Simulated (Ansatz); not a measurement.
The elements of this relaxed trial crystal are hidden behind letters.

```
lattice vectors (Å)
   2.5431    0.0000    0.0000
  -0.9071    3.4743    0.0000
  -0.5867   -1.7674    3.4052
fractional positions
X 0.2284 0.5327 0.5772
X 0.0281 0.2863 0.0699
Z 0.8403 0.7694 0.8118
Z 0.5414 0.4115 0.9029
```

Level of theory: Ansatz 0.2.0, DFT PBE, scalar-relativistic, plane waves, PAW. Settings of the last relaxation (4-atom cell): 420 eV, 12×10×8 k points, Gaussian smearing of 0.02 eV, no spin polarisation.

| Property | Result |
| --- | --- |
| Space group | P1 (No. 1) |
| Conventional cell | a = 2.543 Å, b = 3.591 Å, c = 3.881 Å, α = 113.7°, β = 98.7°, γ = 104.6° |
| Volume per atom | 7.52 Å³ |
| Density | 2.74 g/cm³ |
| Formation energy | +0.089 eV/atom |
| Gap on the 12×10×8 mesh of the 4-atom cell | 1.61 eV |

Energies are uncorrected and count from the elements' standard states at the same level.

Task: X is a p-block element of period 2 and Z is a p-block element of period 2. Which elements are they?

Result: X = B, Z = N, so the formula is BN. Density times volume gives a mean mass of 2.74 × 7.52/1.6605 = 12.4 u per atom, and this set has 12.4 u. B on its first site is surrounded by 1 N at 1.50 Å, 2 N at 1.61–1.65 Å and 1 B at 1.73 Å; B on its second site has 3 N at 1.56–1.61 Å and 1 B at 1.73 Å; N on its first site is surrounded by 1 B at 1.50 Å, 1 N at 1.52 Å and 2 B at 1.61 Å; 1 more site not described. Swapping B and N leaves the mass as it is, so only the distances can place them.

Kohn–Sham gaps at this level usually fall short of measured ones. Another cell of BN relaxed alike, in P6_3mc, lies 1.26 eV/atom lower, so this cell isn't the stable form at this level.
